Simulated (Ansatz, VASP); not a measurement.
**Two plane-wave programs on Te**

```
Te
1.0
     2.30590    1.33131    1.69095
    -2.30590    1.33131    1.69095
     0.00000   -2.66263    1.69095
Te
1
Direct
  0.50000 0.50000 0.50000
```

This isn't the form of Te at room conditions, which is trigonal, of chains.

Alike in both runs: functional PBE; dispersion D3(BJ); k mesh 9 × 9 × 9; occupations tetrahedron; no spin polarisation.

|  | VASP | Ansatz |
| --- | --- | --- |
| version | VASP 6.6.1 | Ansatz 0.2.0 |
| potentials or method | VASP PAW PBE potentials, release 64 (Te) | PseudoDojo standard (PBE files) |
| plane-wave cutoff (eV) | 520 | 1120 |
| valence electrons in the cell | 6 | 16 |
| task | single point | electron localisation function |

|  | VASP | Ansatz | Ansatz less VASP |
| --- | --- | --- | --- |
| gap on the k mesh at the Fermi level (eV) | none | none | - |
| pressure (GPa) | -0.1 | -0.1 | -0.04 |
| largest component of the traceless stress (GPa) | 0.38 | 0.31 | -0.071 |
| dispersion energy (meV/atom) | -471.4 | -471.5 | -0.13 |

A gap of «none» marks a metal or a gap that the smearing closes. The two sets of potentials don't hold the same shells in valence.

Caveats: pairwise dispersion overbinds metals, which lowers pressure and volume; tetrahedron occupations give inexact forces and stress in metals (VASP); with tetrahedron occupations forces and stress needn't match the slope of the energy (Ansatz). Spin-orbit coupling is left out, which matters for the levels of Te.
